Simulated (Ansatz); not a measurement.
# TiO2 monolayer (1T): a soft mode frozen in, part 2 of 2

Aim: this structure of TiO2 monolayer (1T) is to be tested for unstable modes, and one is followed downhill.

Ansatz 0.2.0; DFT PBE, scalar-relativistic, plane waves, PAW.

So far, highest frequency on the path or at a solved wavevector (cm⁻¹): step 2 (the dispersion) 684. Also lowest frequency on the path (cm⁻¹): step 2 -131.

## 6. Relaxing from the distorted cell

Starting from the lowest point found, all atoms and the cell are let go, so that strain and other modes of the same symmetry can join in.

input.yaml

```yaml
crystal:
  lattice:
    - [4.4841288939, 2.588913024, 0.0]
    - [0.0, 5.1778260479, 0.0]
    - [0.0, 0.0, 28.308]
  atoms:
    - { symbol: Ti, position: [4.19e-07, 0.999999581, 0.3454853752] }
    - { symbol: Ti, position: [0.3333333333, 0.3333333333, 0.3532569326] }
    - { symbol: Ti, position: [0.6666662477, 0.6666670856, 0.3610284998] }
    - { symbol: O, position: [-0.0018813095, 0.3370958617, 0.3873407302] }
    - { symbol: O, position: [0.3370958617, 0.6647854278, 0.3873407128] }
    - { symbol: O, position: [0.6647851748, 0.998118847, 0.3873407215] }
    - { symbol: O, position: [0.329570805, 1.0018811047, 0.3191733468] }
    - { symbol: O, position: [0.6685479055, 0.329570805, 0.3191733295] }
    - { symbol: O, position: [1.001881153, 0.6685481585, 0.3191733381] }
  periodic: [true, true, false]
kpoints:
  mp_grid: { grid: [6, 6, 1] }
hamiltonian:
  xc: pbe
scf:
  occupations: { method: fixed }
output:
  forces: true
  stress: true
  eigenvalues: true
  write_density: true
  write_potential: true
  elf: true
  volumetric_format: npy
relax:
  adjacent_minimum: "off"
  f_tol: 0.002
  max_steps: 120
  cell: { stress_2d_tol: 0.005 }
```

Command:

```console
> ansatz run input.yaml --threads 8 --pin off --max-ram 14336MiB --backend cpu --events-out ev --progress --plain --runs-dir out
```

Numbers of over 12 decimals in the logs are rounded to 6 here.

What it wrote:

```text
[...]
Crystal: 9 atoms, lattice volume = 657.256 Å³
Basis set: ecut = 420 eV, 12833 PW (Γ), exchange–correlation on 72×72×384 points (8 copies of the dense FFT grid, shifted against one another)
Bands: 45, of which v1, the nominal top of the filled ones, is band 36 counted from 1 (35 counted from 0)
Symmetry: 6 space group operations
[...]
k-points: 8 of 36
[...]
SCF iter   1: F=—  HF=-10915.001869 eV  |F-HF|=—  |Δ(HF+E_count)|=         —  Δρ=2.30e-3  dr2=2.10e-2  ethr=1.77e-3  ⟨swp⟩=6.9  Hψ=1882  notcnv=0  defer=46
[...]
SCF iter   8: F=-10915.002896 eV  HF=-10915.002896 eV  |F-HF|=1.89e-8  |Δ(HF+E_count)|=   3.55e-7  Δρ=3.34e-6  dr2=4.77e-8  ethr=1.39e-10  ⟨swp⟩=28.8  Hψ=4375  notcnv=0
SCF 1 converged in 8 iterations: F = -10915.002896 eV  dr2 = 4.77e-8
[...]
relax step   1: F+E_penalty+E_count = -10915.00289614 eV  Δ(F+E_penalty+E_count) = +0.000e0 eV  max|allowed force component| = 2.959e-1 eV/Å  Δτ_max = 0.0000 Å  P = +1.012 N/m  Ω = 657.256 Å³  fix = [c, alpha, beta]  reactions: c +0.000 N/m  (8 SCF iters, dr2 threshold 1.00e-7 eV, accepted)
Crystal: 9 atoms, lattice volume = 657.320 Å³
Basis set: ecut = 420 eV, 12845 PW (Γ), exchange–correlation on 72×72×384 points (8 copies of the dense FFT grid, shifted against one another)
[...]
iter 1 solved again at ethr=1.76e-5 eV; its pass at ethr=3.10e-3 eV (dr2=1.27e-2 eV) is discarded
[...]
SCF iter   7: F=-10915.019011 eV  HF=-10915.019011 eV  |F-HF|=1.01e-7  |Δ(HF+E_count)|=   4.74e-7  Δρ=3.97e-6  dr2=6.48e-8  ethr=1.25e-9  ⟨swp⟩=26.0  Hψ=4585  notcnv=0
SCF 2 converged in 7 iterations: F = -10915.019011 eV  dr2 = 6.48e-8
relax step   2: F+E_penalty+E_count = -10915.01901109 eV  Δ(F+E_penalty+E_count) = -1.611e-2 eV  max|allowed force component| = 1.223e-1 eV/Å  Δτ_max = 0.0131 Å  P = +0.410 N/m  Ω = 657.320 Å³  energy of the carried Pulay correction = -4.320e-5 eV  fix = [c, alpha, beta]  reactions: c +0.000 N/m  (7 SCF iters, dr2 threshold 9.00e-7 eV, accepted)
Crystal: 9 atoms, lattice volume = 658.491 Å³
Basis set: ecut = 420 eV, 12869 PW (Γ), exchange–correlation on 72×72×384 points (8 copies of the dense FFT grid, shifted against one another)
[...]
SCF iter   6: F=-10915.021345 eV  HF=-10915.021344 eV  |F-HF|=3.26e-7  |Δ(HF+E_count)|=   2.10e-7  Δρ=1.26e-5  dr2=6.97e-7  ethr=1.25e-9  ⟨swp⟩=24.5  Hψ=5071  notcnv=0
SCF 3 converged in 6 iterations: F = -10915.021345 eV  dr2 = 6.97e-7
relax step   3: F+E_penalty+E_count = -10915.02134457 eV  Δ(F+E_penalty+E_count) = -2.333e-3 eV  max|allowed force component| = 4.783e-2 eV/Å  Δτ_max = 0.0092 Å  P = -0.054 N/m  Ω = 658.491 Å³  energy of the carried Pulay correction = -8.312e-4 eV  fix = [c, alpha, beta]  reactions: c -0.000 N/m  (6 SCF iters, dr2 threshold 9.00e-7 eV, accepted)
[...]
relax step   4: F+E_penalty+E_count = -10915.02127702 eV  Δ(F+E_penalty+E_count) = +6.755e-5 eV  max|allowed force component| = 3.984e-2 eV/Å  Δτ_max = 0.0194 Å  P = -0.144 N/m  Ω = 658.713 Å³  energy of the carried Pulay correction = -9.806e-4 eV  fix = [c, alpha, beta]  reactions: c -0.000 N/m  (7 SCF iters, dr2 threshold 1.43e-7 eV, accepted)
[...]
relax step   5: F+E_penalty+E_count = -10915.02262144 eV  Δ(F+E_penalty+E_count) = -1.344e-3 eV  max|allowed force component| = 8.539e-3 eV/Å  Δτ_max = 0.0096 Å  P = +0.030 N/m  Ω = 657.392 Å³  energy of the carried Pulay correction = -9.140e-5 eV  fix = [c, alpha, beta]  reactions: c +0.000 N/m  (7 SCF iters, dr2 threshold 9.92e-8 eV, accepted)
[...]
relax step   6: F+E_penalty+E_count = -10915.02239603 eV  Δ(F+E_penalty+E_count) = +2.254e-4 eV  max|allowed force component| = 1.259e-4 eV/Å  Δτ_max = 0.0011 Å  P = +0.002 N/m  Ω = 657.791 Å³  energy of the carried Pulay correction = -3.601e-4 eV  fix = [c, alpha, beta]  reactions: c +0.000 N/m  (7 SCF iters, dr2 threshold 4.56e-9 eV, accepted)
[...]
relax step   7: F+E_penalty+E_count = -10915.02270818 eV  Δ(F+E_penalty+E_count) = -3.121e-4 eV  max|allowed force component| = 1.317e-4 eV/Å  Δτ_max = 0.0000 Å  P = +0.006 N/m  Ω = 657.791 Å³  fix = [c, alpha, beta]  reactions: c +0.000 N/m  stress off target by 5.60e-3 N/m on what of the cell is left free  SCF on the basis re-selected at this cell (its energy is not comparable with the rows above)  (9 SCF iters)
[...]
relax step   8: F+E_penalty+E_count = -10915.02268429 eV  Δ(F+E_penalty+E_count) = +2.389e-5 eV  max|allowed force component| = 1.488e-5 eV/Å  Δτ_max = 0.0000 Å  P = +0.000 N/m  Ω = 657.826 Å³  energy of the carried Pulay correction = -2.411e-5 eV  fix = [c, alpha, beta]  reactions: c +0.000 N/m  (7 SCF iters, dr2 threshold 5.52e-11 eV, accepted)
[...]
SCF iter   1: F=—  HF=-10915.022556 eV  |F-HF|=—  |Δ(HF+E_count)|=         —  Δρ=5.50e-7  dr2=1.76e-9  ethr=8.83e-8  ⟨swp⟩=6.6  Hψ=3447  notcnv=0  defer=56
eigensolver tolerance schedule: the retry pair's looser diagonalisation over-reported the residual by 36126.26 of it (diagonalisation noise at an unbounded share of the residual, at the tolerance the schedule requests for it); recorded, not acted on — ethr = c·dr2/N_el stays at c = 1.0e-1
SCF iter   2: F=—  HF=-10915.022693 eV  |F-HF|=—  |Δ(HF+E_count)|=   1.37e-4  Δρ=5.47e-7  dr2=2.21e-9  ethr=2.45e-12  ⟨swp⟩=6.8  Hψ=1520  notcnv=0  defer=56
[...]
SCF iter   8: F=-10915.022693 eV  HF=-10915.022693 eV  |F-HF|=1.46e-11  |Δ(HF+E_count)|=  2.00e-11  Δρ=6.12e-9  dr2=2.42e-13  ethr=1.00e-12  ⟨swp⟩=18.9  Hψ=2727  notcnv=0
SCF 9 converged in 8 iterations: F = -10915.022693 eV  dr2 = 2.42e-13
relax step   9: F+E_penalty+E_count = -10915.02269314 eV  Δ(F+E_penalty+E_count) = -8.849e-6 eV  max|allowed force component| = 1.728e-5 eV/Å  Δτ_max = 0.0000 Å  P = +0.000 N/m  Ω = 657.826 Å³  fix = [c, alpha, beta]  reactions: c +0.000 N/m  stress off target by 3.49e-4 N/m on what of the cell is left free  SCF on the basis re-selected at this cell (its energy is not comparable with the rows above)  (8 SCF iters)
[...]
WARN: The output density's exchange-correlation potential varies sharply where the density is thin. Do not read a vacuum level from v_tot or v_xc, or from such a field of the output density. On a cell that repeats whose density bears no net charge and no dipole along the vacuum's axis use v_es (v_loc + v_h of the components); under efield.dipole_correction with no amplitude use v_es + v_field, which holds any externa [...]
SCF converged after 8 iterations
Free energy (F): -10915.022693 eV
[...]
Internal energy: -10915.022693 eV  (E = F + TS)
E sigma→0 (E₀):  -10915.022693 eV
Fermi energy:    -8.280362 eV
[...]
--- Forces (eV/Å), atoms counted from 1 ---
  atom   1  Ti    -0.00000000    -0.00000000     0.00000933
  atom   2  Ti     0.00000000     0.00000000     0.00000000
  atom   3  Ti     0.00000000     0.00000000    -0.00000933
  atom   4  O      0.00001322     0.00001165    -0.00001214
  atom   5  O      0.00000348    -0.00001728    -0.00001214
  atom   6  O     -0.00001670     0.00000563    -0.00001214
  atom   7  O     -0.00000348     0.00001728     0.00001214
  atom   8  O     -0.00001322    -0.00001165     0.00001214
  atom   9  O      0.00001670    -0.00000563     0.00001214
  max |Σ_I F_I| component: 1.04e-17 eV/Å
--- 2D stress c σ (N/m, compression-positive) ---
        0.000349       0.000000       0.000000
       -0.000000       0.000349       0.000000
        0.000000       0.000000       0.000000
  P = ½ c Tr σ = 0.0003 N/m
--- Band table (eV; the first three rows and the last of 8) ---
  k-point 0: bands = [... 32 lower, -9.3590, -8.9562, -8.4716, -8.4716, -5.3355, -5.3355, -5.1840, -4.9458, ... 5 higher]
  k-point 1: bands = [... 32 lower, -9.0682, -8.8473, -8.7778, -8.5960, -5.2303, -5.1480, -5.0896, -4.8670, ... 5 higher]
  k-point 2: bands = [... 32 lower, -9.1211, -8.9651, -8.5843, -8.3978, -5.0967, -4.8836, -4.8501, -4.7079, ... 5 higher]
  k-point 7: bands = [... 32 lower, -9.3414, -8.5171, -8.5171, -8.4099, -4.9422, -4.9422, -4.9340, -4.5492, ... 5 higher]
--- Relaxed structure (7 steps of the walk, 7 accepted, 2 SCFs on fresh bases) ---
  F+E_penalty+E_count = -10915.02269314 eV   max|allowed force component| = 1.728e-5 eV/Å   (the final SCF, on the basis selected at the relaxed cell)
  cell:  # Å, volume = 657.8264 Å³
    - [4.486073, 2.590036, 0]
    - [-2.8880061157216133e-11, 5.180071, 0]
    - [0, 0, 28.308]
  atoms:
    - { symbol: Ti, position: [3.807227713323434e-18, 1.0, 0.345140] }
    - { symbol: Ti, position: [0.333333, 0.333333, 0.353257] }
    - { symbol: Ti, position: [0.666667, 0.666667, 0.361374] }
    - { symbol: O, position: [0.00140768, 0.332446, 0.387558] }
    - { symbol: O, position: [0.332446, 0.666146, 0.387558] }
    - { symbol: O, position: [0.666146, 1.001408, 0.387558] }
    - { symbol: O, position: [0.334221, 1.000520, 0.318956] }
    - { symbol: O, position: [0.665259, 0.334221, 0.318956] }
    - { symbol: O, position: [1.000520, 0.665259, 0.318956] }
```

Run time: 23 s. Hardware: 8 threads of Arm Neoverse V2, shared host; peak memory 1.6 GiB; 2.7 min of CPU time.

Step by step:

```tsv
step	energy less that of the first step (eV)	largest force component (eV/Å)	volume (Å³)
1	0.0000	0.2959	657.26
2	-0.0161	0.1223	657.32
3	-0.0184	0.0478	658.49
4	-0.0184	0.0398	658.71
5	-0.0197	0.0085	657.39
6	-0.0195	0.0001	657.79
7*	-0.0198	0.0001	657.79
8	-0.0198	0.0000	657.83
9*	-0.0198	0.0000	657.83
```

Relaxation steps marked * repeat the geometry before them on a plane-wave basis chosen anew for their cell, so energy and pressure can jump there.

The run keeps the 6 symmetry operations that it works with, so distortions that break them were not tested.

```tsv
cell as run	before	after	change
a (Å)	5.178	5.180	+0.0 %
b (Å)	5.178	5.180	+0.0 %
```

The atoms that moved most (Å, along periodic axes as changes of fractional coordinates times the final cell, across vacuum about the mean position):

```tsv
atom	dx	dy	dz	length
O9	-0.006	-0.021	-0.006	0.022
O7	0.021	0.005	-0.006	0.022
O8	-0.015	0.016	-0.006	0.022
O6	0.006	0.021	0.006	0.022
O5	-0.021	-0.005	0.006	0.022
O4	0.015	-0.016	0.006	0.022
Ti3	0.000	0.000	0.010	0.010
Ti1	0.000	0.000	-0.010	0.010
```

This step gave:

```yaml
gap_on_the_k_mesh: 2.945 eV
area_per_atom: 2.582 Å²
```

Electrostatic potential energy in the ac plane at fractional y = 0.000, with atoms of Ti and O within 0.2 Å of it. With pseudopotentials it is smooth inside the atoms' cores, unlike the true potential.

Values in eV, 24 rows by 14 columns, each cell a mean:
```
  0   0   0   0   0   0   0   0   0   0   0   0   0   0
  0   0   0   0   0   0   0   0   0   0   0   0   0   0
  0   0   0   0   0   0   0   0   0   0   0   0   0   0
  0   0   0   0   0   0   0   0   0   0   0   0   0   0
  0   0   0   0   0   0   0   0   0   0   0   0   0   0
  0   0   0   0   0   0   0   0   0   0   0   0   0   0
  0   0   0   0   0   0   0   0   0   0   0   0   0   0
  0   0   0   0   0   0   0   0   0   0   0   0   0   0
  0   0   0   0   0   0   0   0   0   0   0   0   0   0
  0   0   0   0   0   0   0   0   0   0   0   0   0   0
  0   0   0   0   0   0   0   0   0   0   0   0   0   0
  0   0   0   0   0   0   0   0   0   0   0   0   0   0
  0   0   0   0   0   0   0   0   0   0   0   0   0   0
  0   0   0   0   0   0   0   0  -1  -1  -1   0   0   0
-10  -7  -5  -3  -3  -3  -4  -8 -25 -28 -26 -12  -6  -9
-29 -29 -22 -12 -13 -13  -9  -7  -8 -11 -10 -14 -27 -29
-17 -14  -9 -18 -24 -24 -16  -3  -2  -2  -3  -6 -11 -16
 -1  -1  -1   0   0   0   0   0   0   0   0  -1  -1  -1
  0   0   0   0   0   0   0   0   0   0   0   0   0   0
  0   0   0   0   0   0   0   0   0   0   0   0   0   0
  0   0   0   0   0   0   0   0   0   0   0   0   0   0
  0   0   0   0   0   0   0   0   0   0   0   0   0   0
  0   0   0   0   0   0   0   0   0   0   0   0   0   0
  0   0   0   0   0   0   0   0   0   0   0   0   0   0
```
Columns run along a (5.2 Å; values clipped at the 3rd and 97th percentile), rows up along c (28.3 Å). Atoms in or near the plane, at fractional coordinates: Ti at (0.00, 0.35), O at (0.67, 0.39), O at (0.33, 0.32).

ELF in the ac plane at fractional y = 0.000, with atoms of Ti and O within 0.2 Å of it. It is the smooth field of the valence electrons, not physical close to the nuclei.

Values, 24 rows by 14 columns, each cell a mean:
```
0.00 0.00 0.00 0.00 0.00 0.00 0.00 0.00 0.00 0.00 0.00 0.00 0.00 0.00
0.00 0.00 0.00 0.00 0.00 0.00 0.00 0.00 0.00 0.00 0.00 0.00 0.00 0.00
0.00 0.00 0.00 0.00 0.00 0.00 0.00 0.00 0.00 0.00 0.00 0.00 0.00 0.00
0.00 0.00 0.00 0.00 0.00 0.00 0.00 0.00 0.00 0.00 0.00 0.00 0.00 0.00
0.00 0.00 0.00 0.00 0.00 0.00 0.00 0.00 0.00 0.00 0.00 0.00 0.00 0.00
0.00 0.00 0.00 0.00 0.00 0.00 0.00 0.00 0.00 0.00 0.00 0.00 0.00 0.00
0.00 0.00 0.00 0.00 0.00 0.00 0.00 0.00 0.00 0.00 0.00 0.00 0.00 0.00
0.00 0.00 0.00 0.00 0.00 0.00 0.00 0.00 0.00 0.00 0.00 0.00 0.00 0.00
0.00 0.00 0.00 0.00 0.00 0.00 0.00 0.00 0.00 0.00 0.00 0.00 0.00 0.00
0.00 0.00 0.00 0.00 0.00 0.00 0.00 0.00 0.00 0.00 0.00 0.00 0.00 0.00
0.00 0.00 0.00 0.00 0.00 0.00 0.00 0.00 0.00 0.00 0.00 0.00 0.00 0.00
0.00 0.00 0.00 0.00 0.00 0.00 0.00 0.00 0.00 0.00 0.00 0.00 0.00 0.00
0.00 0.00 0.00 0.00 0.00 0.00 0.00 0.01 0.01 0.02 0.01 0.01 0.00 0.00
0.00 0.01 0.01 0.00 0.00 0.01 0.06 0.24 0.39 0.45 0.41 0.28 0.09 0.01
0.08 0.06 0.04 0.04 0.03 0.05 0.30 0.71 0.76 0.61 0.75 0.75 0.37 0.09
0.34 0.51 0.24 0.35 0.50 0.50 0.40 0.31 0.38 0.43 0.36 0.21 0.44 0.49
0.24 0.20 0.49 0.78 0.67 0.68 0.79 0.54 0.11 0.02 0.03 0.04 0.09 0.21
0.01 0.04 0.15 0.28 0.35 0.34 0.26 0.10 0.01 0.00 0.00 0.01 0.01 0.01
0.00 0.00 0.00 0.01 0.01 0.01 0.01 0.00 0.00 0.00 0.00 0.00 0.00 0.00
0.00 0.00 0.00 0.00 0.00 0.00 0.00 0.00 0.00 0.00 0.00 0.00 0.00 0.00
0.00 0.00 0.00 0.00 0.00 0.00 0.00 0.00 0.00 0.00 0.00 0.00 0.00 0.00
0.00 0.00 0.00 0.00 0.00 0.00 0.00 0.00 0.00 0.00 0.00 0.00 0.00 0.00
0.00 0.00 0.00 0.00 0.00 0.00 0.00 0.00 0.00 0.00 0.00 0.00 0.00 0.00
0.00 0.00 0.00 0.00 0.00 0.00 0.00 0.00 0.00 0.00 0.00 0.00 0.00 0.00
```
Columns run along a (5.2 Å), rows up along c (28.3 Å). Atoms in or near the plane, at fractional coordinates: Ti at (0.00, 0.35), O at (0.67, 0.39), O at (0.33, 0.32).

Valence density in the ac plane at fractional y = 0.000, with atoms of Ti and O within 0.2 Å of it. It is the smooth field of the valence electrons, not physical close to the nuclei.

Ten steps, logarithmic in the rise over the least value, from '_' (0.00 × 1e0 e/Å³) to '@' (7.30 × 1e0 e/Å³), each cell a mean:
```
____________________________
____________________________
____________________________
____________________________
____________________________
____________________________
____________________________
____________________________
____________________________
____________________________
____________________________
____________________________
____________________________
______________....::::..____
::::........::++%%@@%%++--::
@@%%++++****==--==++====##@@
**====##%%%%**--........--++
______........______________
____________________________
____________________________
____________________________
____________________________
____________________________
____________________________
```
Columns run along a (5.2 Å), rows up along c (28.3 Å). Atoms in or near the plane, at fractional coordinates: Ti at (0.00, 0.35), O at (0.67, 0.39), O at (0.33, 0.32).

The distorted start has space group P-3; the relaxation ends in P-3.

## 7. The new phase in its own primitive cell

The relaxed structure is symmetrised, reduced to its primitive cell and relaxed tightly, as its phonons need.

input.yaml

```yaml
crystal:
  lattice:
    - [4.4860733205, 2.5900356392, 0.0]
    - [0.0, 5.1800712784, 0.0]
    - [0.0, 0.0, 28.308]
  atoms:
    - { symbol: Ti, position: [0.0, 1.0, 0.3451401345] }
    - { symbol: Ti, position: [0.3333333333, 0.3333333333, 0.3532569985] }
    - { symbol: Ti, position: [0.6666666667, 0.6666666667, 0.3613738625] }
    - { symbol: O, position: [0.0014076847, 0.332445862, 0.3875578852] }
    - { symbol: O, position: [0.332445862, 0.6661464533, 0.3875578852] }
    - { symbol: O, position: [0.6661464533, 1.0014076847, 0.3875578852] }
    - { symbol: O, position: [0.3342208046, 1.0005202134, 0.3189561118] }
    - { symbol: O, position: [0.665258982, 0.3342208046, 0.3189561118] }
    - { symbol: O, position: [1.0005202134, 0.665258982, 0.3189561118] }
  periodic: [true, true, false]
kpoints:
  mp_grid: { grid: [6, 6, 1] }
hamiltonian:
  xc: pbe
scf:
  occupations: { method: fixed }
output:
  forces: true
  stress: true
  eigenvalues: true
relax:
  adjacent_minimum: "off"
  f_tol: 0.001
  max_steps: 60
  cell: { stress_2d_tol: 0.002 }
```

What it wrote:

```text
[...]
Crystal: 9 atoms, lattice volume = 657.826 Å³
Basis set: ecut = 420 eV, 12845 PW (Γ), exchange–correlation on 72×72×384 points (8 copies of the dense FFT grid, shifted against one another)
Bands: 45, of which v1, the nominal top of the filled ones, is band 36 counted from 1 (35 counted from 0)
Symmetry: 6 space group operations
[...]
k-points: 8 of 36
[...]
- { symbol: Ti, position: [0.333333, 0.333333, 0.353257] }
    - { symbol: Ti, position: [0.666667, 0.666667, 0.3613738625] }
    - { symbol: O, position: [0.00140768, 0.332446, 0.3875578852] }
    - { symbol: O, position: [0.332446, 0.666146, 0.3875578852] }
    - { symbol: O, position: [0.666146, 1.001408, 0.3875578852] }
    - { symbol: O, position: [0.334221, 1.000520, 0.318956] }
    - { symbol: O, position: [0.665259, 0.334221, 0.318956] }
    - { symbol: O, position: [1.000520, 0.665259, 0.318956] }
[key lines of the parts left out:]
SCF converged after 8 iterations
Free energy (F): -10915.022693 eV
Fermi energy:    -8.280361 eV
P = ½ c Tr σ = 0.0003 N/m
```

The job ended after 5.3 s (8 threads; peak memory 1.6 GiB; 37 s of CPU time).

Little changed from the start: no atom moved by 0.005 Å and no cell edge by 0.1 %.

Numbers from this step:

```
direct gap on mesh : 3.136 eV
```

The largest force component left is 0.017 meV/Å, within the tolerances set.

## 8. What came out

| Item | Value |
| --- | --- |
| unstable mode of the parent | q = (0.333, 0.333, 0), 131i cm⁻¹ |
| depth at the lowest point sampled | 5.30 meV/atom |
| largest atomic shift at that point | 0.22 Å |
| space group reached (within 0.01 Å) | P-3 |
| energy gained over the parent (first relaxation, on the mesh of the frozen mode) | 7.50 meV/atom |
| area per atom, phase reached | 2.58 Å² |
| gap on the k-mesh, phase reached | 2.94 eV |

In words: Along this mode the structure falls into P-3, 7.50 meV/atom below the parent. At the parent's cell the well is 5.296 meV/atom deep on the steps tried, with its lowest point at a shift of 0.22 Å. Relaxing atoms and cell changes the gain by +2.20 meV/atom against the lowest step (energies at zero smearing). The modes of the phase reached were not computed on this path. Of the 2 patterns followed to their end from this parent, this one reaches the lowest energy. Each path keeps the symmetry of its pattern, so a lower phase may lie along a pattern not tried. In a sheet or slab the interpolated bending branch near Γ is rough, since the rotational sum rule isn't imposed. The starting cell was built on a prototype and not taken from a measurement.

[Logs are printed without paths, hosts, clocks, repeated set-up lines and the standing remarks that a program may print on its own settings, such as how far it seeks lower states.]

[Hosts, paths, dates, database ids (printed as entryN), source tags and the programs' standing remarks are cut or masked in the printed files.]
